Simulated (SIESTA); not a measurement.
Input of a SIESTA 5.4.2 run:

File PbO2.fdf:

```
SystemName                      PbO2
SystemLabel                     PbO2
NumberOfSpecies                 2
NumberOfAtoms                   3
%block ChemicalSpeciesLabel
  1  82 Pb
  2   8 O
%endblock ChemicalSpeciesLabel

LatticeConstant                 1.0 Ang
%block LatticeVectors
     0.0000000000     2.7019920000     2.7019920000
     2.7019920000     0.0000000000     2.7019920000
     2.7019920000     2.7019920000     0.0000000000
%endblock LatticeVectors
AtomicCoordinatesFormat         Fractional
%block AtomicCoordinatesAndAtomicSpecies
     0.0000000000     0.0000000000     0.0000000000  1  Pb
     0.7500000000     0.7500000000     0.7500000000  2  O
     0.2500000000     0.2500000000     0.2500000000  2  O
%endblock AtomicCoordinatesAndAtomicSpecies

%block kgrid.MonkhorstPack
    9   0   0  0.0
    0   9   0  0.0
    0   0   9  0.0
%endblock kgrid.MonkhorstPack
XC.Functional                   GGA
XC.Authors                      PBEsol
PAO.BasisSize                   DZ
PAO.EnergyShift                 0.003 Ry
Mesh.Cutoff                     800 Ry
OccupationFunction              FD
ElectronicTemperature           0.05 eV
MaxSCFIterations                120
SCF.MustConverge                false
SCF.Mixer.Method                Pulay
SCF.Mixer.Weight                0.25
SCF.Mixer.History               8
SCF.DM.Tolerance                5.0e-05
SCF.H.Tolerance                 1.0e-03 eV
WriteForces                     true
Charge.Mulliken                 end
BandLinesScale                  ReciprocalLatticeVectors
%block BandLines
    1    0.000000   0.000000   0.000000  \Gamma
   12    0.500000   0.000000   0.500000  X
    6    0.500000   0.250000   0.750000  W
    4    0.375000   0.375000   0.750000  K
   13    0.000000   0.000000   0.000000  \Gamma
   11    0.500000   0.500000   0.500000  L
    8    0.625000   0.250000   0.625000  U
    4    0.500000   0.250000   0.750000  W
    9    0.500000   0.500000   0.500000  L
    8    0.375000   0.375000   0.750000  K
    1    0.625000   0.250000   0.625000  U
    4    0.500000   0.000000   0.500000  X
%endblock BandLines
%block PAO.Basis
  Pb 3
  n=6 0 2
    6.155 0.000
  n=6 1 2
    8.826 0.000
  n=5 2 2
    4.164 0.000
%endblock PAO.Basis
```

Potentials or basis: PseudoDojo 0.4 standard (PBEsol files), DZ (energy shift 0.003 Ry; two zetas on semicore shells).

Run with:

```console
$ siesta PbO2.fdf > PbO2.out 2>&1
```

Estimate the band gap on the k mesh.

none (metal or under the smearing width).

What does it give for the pressure?

-1.2 GPa.

Levels at the corners of the path, in eV from the Fermi level:
| point | band 9 | band 10 | band 11 | band 12 | band 13 | band 14 | band 15 | band 16 | band 17 | band 18 |
| --- | --- | --- | --- | --- | --- | --- | --- | --- | --- | --- |
| Γ | -2.01 | -2.01 | -2.01 | -1.19 | -1.19 | -1.19 | 7.00 | 7.00 | 7.00 | 22.23 |
| X | -4.55 | -4.55 | -0.17 | -0.14 | -0.14 | 1.79 | 6.03 | 10.77 | 10.77 | 16.34 |
| W | -4.88 | -2.62 | -2.62 | -0.31 | 0.01 | 2.20 | 8.43 | 8.43 | 9.44 | 11.08 |
| K | -4.29 | -4.09 | -1.32 | -0.49 | -0.18 | 2.12 | 7.44 | 9.08 | 10.51 | 11.08 |
| Γ | -2.01 | -2.01 | -2.01 | -1.19 | -1.19 | -1.19 | 7.00 | 7.00 | 7.00 | 22.23 |
| L | -3.32 | -2.79 | -2.79 | -1.45 | -1.45 | 2.54 | 7.29 | 9.51 | 9.51 | 15.97 |
| U | -4.29 | -4.09 | -1.32 | -0.49 | -0.18 | 2.12 | 7.44 | 9.08 | 10.51 | 11.08 |
| W | -4.88 | -2.62 | -2.62 | -0.31 | 0.01 | 2.20 | 8.43 | 8.43 | 9.44 | 11.08 |
| L | -3.32 | -2.79 | -2.79 | -1.45 | -1.45 | 2.54 | 7.29 | 9.51 | 9.51 | 15.97 |
| K | -4.29 | -4.09 | -1.32 | -0.49 | -0.18 | 2.12 | 7.44 | 9.08 | 10.51 | 11.08 |
| U | -4.29 | -4.09 | -1.32 | -0.49 | -0.18 | 2.12 | 7.44 | 9.08 | 10.51 | 11.08 |
| X | -4.55 | -4.55 | -0.17 | -0.14 | -0.14 | 1.79 | 6.03 | 10.77 | 10.77 | 16.34 |

Caveat: the basis has no polarisation orbitals; spin-orbit coupling is left out, which moves the levels of the heavy elements; the basis of atomic orbitals isn't converged, which shifts pressures, moduli and gaps.
